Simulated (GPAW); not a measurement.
The system is BaTiO3.

```
Ba Ti O
1.0
     2.82737    1.63238    2.31839
    -2.82737    1.63238    2.31839
     0.00000   -3.26476    2.31839
Ba Ti O
1 1 3
Direct
  0.00000 0.00000 0.00000
  0.48450 0.48450 0.48450
  0.50860 0.01750 0.50860
  0.01750 0.50860 0.50860
  0.50860 0.50860 0.01750
```

Base run:

- Program: GPAW 26.7.0
- Functional: PBEsol
- Potentials or basis: PAW data sets generated in the run's folder for this functional
- Cutoff: 800 eV
- Basis: pw
- k mesh: 5 × 5 × 5
- Occupations: fermi-dirac, width 0.05 eV
- Spin: no spin polarisation
- Hubbard terms: Ti d U = 8 eV

Its results: band gap on the k mesh 3.58 eV, indirect (least direct gap 3.87 eV); pressure 4.9 GPa; largest force 1.994 eV/Å.

Problem. The run is repeated on the same cell with these changes: hubbard terms from Ti d U = 8 eV to Ti d U = 6 eV. What comes out?

Solution. Band gap on the k mesh 3.27 eV, indirect (least direct gap 3.56 eV); pressure 3.6 GPa; largest force 1.524 eV/Å.

Caveats: spin-orbit coupling is left out, which moves the levels of the heavy elements; the mesh misses the band edges, which the band path finds closer together; forces of over 1 eV/Å show positions far from the minimum, so gaps and moduli don't describe the material at rest.
